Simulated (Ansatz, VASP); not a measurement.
## PbS: VASP beside Ansatz

File INCAR:

```
SYSTEM = PbS
  ALGO = Fast
  EDIFF = 1E-6
  ENCUT = 520
  GGA = PS
  ISIF = 2
  ISMEAR = 0
  LASPH = .TRUE.
  LCHARG = .FALSE.
  LREAL = .FALSE.
  LWAVE = .FALSE.
  NBANDS = 28
  NELM = 100
  PREC = Accurate
  SIGMA = 0.01
```

The input KPOINTS:

```
k-points
0
G
  5 5 5
  0 0 0
```

File POSCAR:

```
PbS
1.0
    2.0799500000     -5.9913000000      0.0000000000
    2.0799500000      5.9913000000      0.0000000000
    0.0000000000      0.0000000000      4.2793200000
Pb S
2 2
Direct
    0.8694400000      0.1305600000      0.7500000000
    0.1305600000      0.8694400000      0.2500000000
    0.6452000000      0.3548000000      0.7500000000
    0.3548000000      0.6452000000      0.2500000000
```

Input for Ansatz:

```yaml
crystal:
  lattice:
    - [2.07995, -5.9913, 0.0]
    - [2.07995, 5.9913, 0.0]
    - [0.0, 0.0, 4.27932]
  atoms:
    - { symbol: Pb, position: [0.86944, 0.13056, 0.75] }
    - { symbol: Pb, position: [0.13056, 0.86944, 0.25] }
    - { symbol: S, position: [0.6452, 0.3548, 0.75] }
    - { symbol: S, position: [0.3548, 0.6452, 0.25] }
basis:
  ecutwfc: 517.016338673772
kpoints:
  mp_grid:
    grid: [5, 5, 5]
  band_path:
    path:
      - [0.19999999999999996, 0.19999999999999996, 0.0]
      - [0.19006897028348033, 0.19006897028348033, 0.0]
      - [0.20993102971651964, 0.20993102971651964, 0.0]
      - [0.22860635031639415, 0.17139364968360582, 0.0]
      - [0.17139364968360582, 0.22860635031639415, 0.0]
      - [0.19999999999999996, 0.19999999999999996, -0.02043224793216029]
      - [0.19999999999999996, 0.19999999999999996, 0.02043224793216029]
      - [0.18132467940012545, 0.2385373800329138, 0.0]
      - [0.2385373800329138, 0.18132467940012545, 0.0]
      - [0.16146261996708616, 0.21867532059987452, 0.0]
      - [0.21867532059987452, 0.16146261996708616, 0.0]
      - [0.20993102971651964, 0.20993102971651964, 0.02043224793216029]
      - [0.20993102971651964, 0.20993102971651964, -0.02043224793216029]
      - [0.19006897028348033, 0.19006897028348033, 0.02043224793216029]
      - [0.19006897028348033, 0.19006897028348033, -0.02043224793216029]
      - [0.17139364968360582, 0.22860635031639415, 0.02043224793216029]
      - [0.17139364968360582, 0.22860635031639415, -0.02043224793216029]
      - [0.22860635031639415, 0.17139364968360582, 0.02043224793216029]
      - [0.22860635031639415, 0.17139364968360582, -0.02043224793216029]
    npoints: 1
hamiltonian:
  xc: pbesol
scf:
  max_iter: 100
  occupations:
    method: fixed
```

Measurements of this composition are mostly on another form, of space group No. 225.

Alike in both runs: task single point; functional PBEsol; k mesh 5 × 5 × 5; no spin polarisation.

```csv
,VASP,Ansatz
version,VASP 6.6.1,Ansatz 0.2.0
potentials or method,"VASP PAW PBE potentials, release 64 (Pb_d, S)","plane waves, PAW"
plane-wave cutoff (eV),520,517
occupations,"gaussian, width 0.01 eV",fixed
valence electrons in the cell,40,40
```

```csv
,VASP,Ansatz,Ansatz less VASP
gap on the k mesh at the Fermi level (eV),1.13,1.13,-0.002
```

Caveats: spin-orbit coupling is left out, which as a rule narrows the gap of such compounds by several tenths of an eV; an odd mesh through Γ misses points on the zone boundary, where band edges often lie.
